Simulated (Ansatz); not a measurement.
# Li: the cost of one run

Program: Ansatz 0.2.0. Level of theory: DFT PBE+D3(BJ), scalar-relativistic, plane waves, PAW. These are calculated values, not measurements.

This is Li in the fcc structure; at room conditions it is bcc.

5 further runs of the same task are left out: 3 that didn't finish, 2 set aside as unsound or not needed.

### Step 1. Starting point

It takes space group Fm-3m (No. 225, cubic). The conventional cell has a = 4.177 Å, b = 4.177 Å, c = 4.177 Å, α = 90.00°, β = 90.00°, γ = 90.00°. Around Li (site symmetry m-3m) lie 12 Li at 2.95 Å.

As a file:

```xyz
1
Lattice="0.0000 2.0885 2.0885 2.0885 0.0000 2.0885 2.0885 2.0885 0.0000" Properties=species:S:1:pos:R:3 pbc="T T T"
Li    0.0000    0.0000    0.0000
```

This cell was relaxed beforehand with the same method: volume 18.22 Å³/atom, gap on the mesh none (metal).

### Step 2. Bands, states and charges

File input.yaml:

```yaml
crystal:
  lattice:
    - [0.0, 2.088482678, 2.088482678]
    - [2.088482678, 0.0, 2.088482678]
    - [2.088482678, 2.088482678, 0.0]
  atoms:
    - { symbol: Li, position: [0.0, 0.0, 0.0] }
basis:
  ecutwfc: 420
kpoints:
  mp_grid: { grid: [18, 18, 18] }
  band_path:
    path:
      - [[0.0, 0.0, 0.0], [0.5, 0.0, 0.5], [0.625, 0.25, 0.625]]
      - [[0.375, 0.375, 0.75], [0.0, 0.0, 0.0], [0.5, 0.5, 0.5], [0.5, 0.25, 0.75], [0.5, 0.0, 0.5]]
    npoints: 14
hamiltonian:
  xc: pbe
  dispersion: d3bj
scf:
  occupations: { method: gaussian, width: 0.1 }
  n_extra_bands: 6
output:
  forces: true
  stress: true
  eigenvalues: true
  populations: true
  dos: { projected: true, de: 0.02, nscf_kmesh: { grid: [27, 27, 27] } }
  bader: true
  write_density: true
  write_potential: true
  elf: true
  volumetric_format: npy
```

Launch:

```sh
ansatz run input.yaml --threads 1 --pin off --max-ram 2560MiB --backend cpu --events-out ev --progress --plain --runs-dir out
```

What time and memory should one allow on 1 thread of Arm Neoverse V1, shared host?

About 42 s, with a peak of 0.28 GiB.
